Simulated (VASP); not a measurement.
# Ba (Pm-3m) in VASP: further runs

Runs on Ba. Level: PBE. Tasks: single point.

Program: VASP 6.6.1. These are calculated values, not measurements. Logs are shortened: lines on timing, memory, paths and dates and some standing lists are left out, and cuts for length are marked.

## 1. The structure

Symmetry: Pm-3m, No. 221, cubic system. Conventional cell: a = 3.918 Å, b = 3.918 Å, c = 3.918 Å, α = 90.00°, β = 90.00°, γ = 90.00°. Ba (site symmetry m-3m) is surrounded by 6 Ba at 3.92 Å.

This isn't the form of Ba at room conditions, which is bcc.

## 2. Single point, PBE

INCAR

```
PREC = Accurate
ENCUT = 700
EDIFF = 1E-6
ISMEAR = 1
SIGMA = 0.2
LREAL = F
LASPH = T
NELM = 100
ALGO = Normal
ISIF = 2
LWAVE = F
LCHARG = F
GGA = PE
ADDGRID = F
```

KPOINTS

```
regular mesh
0
Gamma
  14 14 14
```

POSCAR

```
Ba
1.0
    3.9177175405      0.0000000000      0.0000000000
    0.0000000000      3.9177175405      0.0000000000
    0.0000000000      0.0000000000      3.9177175405
Ba
1
Direct
    0.0000000000      0.0000000000      0.0000000000
```

Potentials or basis: VASP PAW PBE potentials, release 64 (Ba_sv).

On the command line:

```bash
$ cat potpaw_PBE.64/Ba_sv/POTCAR > POTCAR
$ mpirun -np 1 vasp_std > vasp.out
```

OUTCAR:

```text
PREC = Accurate
   ENCUT = 700
   EDIFF = 1E-6
   ISMEAR = 1
   LREAL = F
   LASPH = T
   NELM = 100
   ISIF = 2
   GGA = PE

 Found    120 irreducible k-points:

 Following reciprocal coordinates:
            Coordinates               Weight
  0.000000  0.000000  0.000000      1.000000
  0.071429  0.000000  0.000000      6.000000
  0.142857  0.000000  0.000000      6.000000
  0.214286  0.000000  0.000000      6.000000
  0.285714  0.000000  0.000000      6.000000
  0.357143  0.000000  0.000000      6.000000
   k-points           NKPTS =    120   k-points in BZ     NKDIM =    120   number of bands    NBANDS=      9
   number of dos      NEDOS =    301   number of ions     NIONS =      1
   total plane-waves  NPLWV =  46656
   dimension x,y,z NGX =    36 NGY =   36 NGZ =   36
   dimension x,y,z NGXF=    72 NGYF=   72 NGZF=   72
   ions per type =               1
   NGX,Y,Z   is equivalent  to a cutoff of  15.28, 15.28, 15.28 a.u.
   NGXF,Y,Z  is equivalent  to a cutoff of  30.55, 30.55, 30.55 a.u.
 SYSTEM =  unknown system
   PREC   = accura    normal or accurate (medium, high low for compatibility)
   ISTART =      0    job   : 0-new  1-cont  2-samecut
   ICHARG =      2    charge: 1-file 2-atom 10-const
   ISPIN  =      1    spin polarized calculation?
   LNONCOLLINEAR =      F non collinear calculations
   LSORBIT =      F    spin-orbit coupling
   LASPH  =      T    aspherical Exc in radial PAW
   ENCUT  =  700.0 eV  51.45 Ry    7.17 a.u.   8.45  8.45  8.45*2*pi/ulx,y,z
   NELM   =    100;   NELMIN=  2; NELMDL= -5     # of ELM steps
   EDIFF  = 0.1E-05   stopping-criterion for ELM
   LREAL  =      F    real-space projection
   EDIFFG = 0.1E-04   stopping-criterion for IOM
   NSW    =      0    number of steps for IOM
   IBRION =     -1    ionic relax: 0-MD 1-quasi-New 2-CG
   NFREE  =      0    steps in history (QN), initial steepest desc. (CG)
   ISIF   =      2    stress and relaxation
   ISYM   =      2    0-nonsym 1-usesym 2-fastsym
   POTIM  = 0.5000    time-step for ionic-motion
   TEBEG  =    0.0;   TEEND  =   0.0 temperature during run
   PSTRESS=    0.0 pullay stress
   NELECT =      10.0000    total number of electrons
   NUPDOWN=      -1.0000    fix difference up-down
   EMIN   =  10.00;   EMAX   =-10.00  energy-range for DOS
   EFERMI =   0.00;   METHOD = LEGACY
   ISMEAR =     1;   SIGMA  =   0.20  broadening in eV -4-tet -1-fermi 0-gaus
   EFERMI_NEDOS =   21; number of points for ismear=-14 and -15
   IALGO  =     38    algorithm
   IMIX   =      4    mixing-type and parameters
     AMIX     =   0.40;   BMIX     =  1.00
     AMIX_MAG =   1.60;   BMIX_MAG =  1.00
  volume/ion in A,a.u.               =      60.13       405.78
  Fermi-wavevector in a.u.,A,eV,Ry     =   0.900275  1.701272 11.027448  0.810495
  Thomas-Fermi vector in A             =   2.023212
   LORBIT       =      0    0 simple, 1 ext, 2 COOP (PROOUT), +10 PAW based schemes
   GGA     = PE    functional components
   LHFCALC =     F    Hartree Fock is set to
   AEXX    =    0.0000 exact exchange contribution
   IVDW    =     0    specifies the selected vdW correction
   LEPSILON=     F    determine dielectric tensor
   LRPA    =     F    only Hartree local field effects (RPA)
 non-spin polarized calculation
 Methfessel and Paxton  Order N= 1 SIGMA  =   0.20
  energy-cutoff  :      700.00
  volume of cell :       60.13
 maximum number of plane-waves:      2560
 NGX is ok and might be reduce to    36
   NGX = 17   NGY = 17   NGZ = 17

 number of electron      10.0000000 magnetization

 Free energy of the ion-electron system (eV)
  ---------------------------------------------------
  ext. energy  EPLUGINS =         0.00000000
  ---------------------------------------------------
  free energy    TOTEN  =        -1.59510923 eV

  energy without entropy =       -1.60186682  energy(sigma->0) =       -1.59736176

 E-fermi :   1.7236     XC(G=0):  -7.5437

 val. band max:        1.7109262196   @ k =   0.5000   0.2143   0.0000
 cond. band min:       1.7448101607   @ k =   0.5000   0.5000   0.4286
 fundamental gap:      0.0338839411
 Fermi energy:         1.7236228662

 k-point     1 :       0.0000    0.0000    0.0000
  band No.  band energies     occupation
      1     -27.4115      2.00000
      2     -12.2249      2.00000
      3     -12.2249      2.00000
      4     -12.2249      2.00000
      5      -0.8504      2.00000
      6       1.7597      0.70029
      7       1.7597      0.70029
      8       6.7005      0.00000
      9       6.7005      0.00000

 k-point     2 :       0.0714    0.0000    0.0000
  band No.  band energies     occupation
      1     -27.4083      2.00000
      2     -12.2663      2.00000
      3     -12.2214      2.00000
      4     -12.2214      2.00000
      5      -0.7707      2.00000
      6       1.7843      0.51190
      7       1.8430      0.16298
      8       6.4845      0.00000
      9       6.4907      0.00000

 k-point     3 :       0.1429    0.0000    0.0000
  band No.  band energies     occupation
      1     -27.3994      2.00000
      2     -12.3797      2.00000
      3     -12.2116      2.00000
      4     -12.2116      2.00000
      5      -0.5484      2.00000
      6       1.8552      0.11149
      7       2.0787     -0.03080
      8       6.0085      0.00000
      9       6.0085      0.00000

 k-point     4 :       0.2143    0.0000    0.0000
  band No.  band energies     occupation
      1     -27.3865      2.00000
      2     -12.5376      2.00000
      3     -12.1973      2.00000
      4     -12.1973      2.00000
      5      -0.2236      2.00000
      6       1.9632     -0.07069
      7       2.4084     -0.00001
      8       5.4899     -0.00000
      9       5.4899     -0.00000

 k-point     5 :       0.2857    0.0000    0.0000
  band No.  band energies     occupation
      1     -27.3721      2.00000
      2     -12.7055      2.00000
      3     -12.1814      2.00000
      4     -12.1814      2.00000
      5       0.1593      2.00000
      6       2.0922     -0.02567
      7       2.6983     -0.00000
      8       5.0327     -0.00000
      9       5.0327     -0.00000

 k-point     6 :       0.3571    0.0000    0.0000
  band No.  band energies     occupation
      1     -27.3590      2.00000
      2     -12.8507      2.00000
      3     -12.1670      2.00000
      4     -12.1670      2.00000
      5       0.5567      2.00000
      6       2.2182     -0.00261
      7       2.7858     -0.00000
      8       4.6839     -0.00000
      9       4.6839     -0.00000

 [... further k-points ...]
[... 5 lines left out ...]
  --------------------------------------------------------------------------------------
  -------------------------------------------------------------------------------------
  Total        0.1143025      0.1143025      0.1143025     -0.0000000     -0.0000000     -0.0000000
  in kB        3.0455597      3.0455597      3.0455597     -0.0000000     -0.0000000     -0.0000000
  external PRESSURE =       3.0455597 kB  Pullay stress =       0.0000000 kB

 VOLUME and BASIS-vectors are now :
 -----------------------------------------------------------------------------
  energy-cutoff  :      700.00
  volume of cell :       60.13
      direct lattice vectors                 reciprocal lattice vectors
     3.917717540  0.000000000  0.000000000     0.255250663  0.000000000  0.000000000
     0.000000000  3.917717540  0.000000000     0.000000000  0.255250663  0.000000000
     0.000000000  0.000000000  3.917717540     0.000000000  0.000000000  0.255250663

 POSITION                                       TOTAL-FORCE (eV/Angst)
 -----------------------------------------------------------------------------------
      0.00000      0.00000      0.00000         0.000000      0.000000      0.000000
 -----------------------------------------------------------------------------------
    total drift:                                0.000000      0.000000      0.000000

  FREE ENERGIE OF THE ION-ELECTRON SYSTEM (eV)
  ---------------------------------------------------
  free  energy   TOTEN  =        -1.5951092316 eV

  energy  without entropy=       -1.6018668214  energy(sigma->0) =       -1.59736176
```

OSZICAR:

```text
N       E                     dE             d eps       ncg     rms          rms(c)
DAV:   1     0.663877370303E+02    0.66388E+02   -0.50999E+03  2160   0.116E+03
DAV:   2     0.119837980897E+01   -0.65189E+02   -0.64339E+02  2692   0.164E+02
DAV:   3    -0.151698050864E+01   -0.27154E+01   -0.27002E+01  2653   0.401E+01
DAV:   4    -0.159550375551E+01   -0.78523E-01   -0.78437E-01  3375   0.540E+00
DAV:   5    -0.159627807293E+01   -0.77432E-03   -0.77429E-03  2929   0.351E-01    0.195E+00
DAV:   6    -0.159449072701E+01    0.17873E-02   -0.76313E-03  2880   0.881E-01    0.114E+00
DAV:   7    -0.159473919001E+01   -0.24846E-03   -0.18394E-02  2613   0.148E+00    0.756E-02
DAV:   8    -0.159510993005E+01   -0.37074E-03   -0.70983E-04  2979   0.253E-01    0.187E-02
DAV:   9    -0.159511149050E+01   -0.15605E-05   -0.16786E-05  3266   0.320E-02    0.371E-03
DAV:  10    -0.159510944892E+01    0.20416E-05   -0.14790E-06  2846   0.128E-02    0.101E-03
DAV:  11    -0.159510923164E+01    0.21728E-06   -0.51653E-08  1568   0.266E-03
   1 F= -.15951092E+01 E0= -.15973618E+01  d E =0.675759E-02
```

stdout:

```text
POSCAR found type information on POSCAR Ba
 POSCAR found :  1 types and       1 ions
 scaLAPACK will be used
 LDA part: xc-table for (Slater+PW92), standard interpolation
 POSCAR, INCAR and KPOINTS ok, starting setup
 FFT: planning ... GRIDC
 FFT: planning ... GRID_SOFT
 FFT: planning ... GRID
 WAVECAR not read
 entering main loop
```

It took 70 s on 1 thread of Intel Xeon Platinum 8259CL at 2.50GHz (Skylake/Cascade Lake), shared host; peak memory 0.27 GiB.

The run converged, but some of its settings lie outside the range that counts as converged, so its numbers aren't taken as properties of the crystal.

Results:

| Quantity | Value |
| --- | --- |
| Free energy | -1.5951 eV |
| Pressure | 0.3 GPa |
| Band gap on the k mesh | none (metal or under the smearing width) |

## 3. Single point, PBE

INCAR is that of step 2.

KPOINTS is that of step 2.

POSCAR

```
Ba
1.0
    3.9784390000     -0.0454340000      0.0410850000
   -0.0454340000      3.9110040000      0.0402290000
    0.0410850000      0.0402290000      3.8659060000
Ba
1
Direct
   -0.0007550000      0.0095990000     -0.0077320000
```

Potentials or basis: VASP PAW PBE potentials, release 64 (Ba_sv).

On the command line:

```bash
$ cat potpaw_PBE.64/Ba_sv/POTCAR > POTCAR
$ mpirun -np 1 vasp_std > vasp.out
```

It took 10 min on 1 thread of Intel Xeon Platinum 8259CL at 2.50GHz (Skylake/Cascade Lake), shared host; peak memory 1.2 GiB.

These settings aren't checked as converged: the numbers below hold their error.

What came out:

* Free energy: -1.5940 eV
* Pressure: 0.3 GPa
* Band gap on the k mesh: none (metal or under the smearing width)

## 4. Single point, PBE

Edit INCAR of step 3 so:

```diff
@@ -4,3 +4,3 @@
 ISMEAR = 1
-SIGMA = 0.2
+SIGMA = 0.1
 LREAL = F
```

KPOINTS is that of step 3.

POSCAR

```
Ba
1.0
    3.9177175405      0.0000000000      0.0000000000
    0.0000000000      3.9177175405      0.0000000000
    0.0000000000      0.0000000000      3.9177175405
Ba
1
Direct
    0.0000000000      0.0000000000      0.0000000000
```

On the command line:

```bash
$ cat potpaw_PBE.64/Ba_sv/POTCAR > POTCAR
$ mpirun -np 1 vasp_std > vasp.out
```

Wall time 56 s (1 thread of Intel Xeon Platinum 8259CL at 2.50GHz (Skylake/Cascade Lake), shared host); peak memory 0.27 GiB.

The run converged, but some of its settings lie outside the range that counts as converged, so its numbers aren't taken as properties of the crystal.

Results:

| Item | Value |
| --- | --- |
| Free energy | -1.5967 eV |
| Pressure | 0.3 GPa |
| Band gap on the k mesh | none (metal or under the smearing width) |

## 5. The reference run

An earlier run on the cell as given: functional PBE; potentials or basis VASP PAW PBE potentials, release 64 (Ba_sv); cutoff 520 eV; k mesh 7 × 7 × 7; occupations fermi-dirac, width 0.05 eV; no spin polarisation.

* Pressure: 0.4 GPa
* Band gap on the k mesh: 0.15 eV, indirect (least direct gap 0.22 eV)
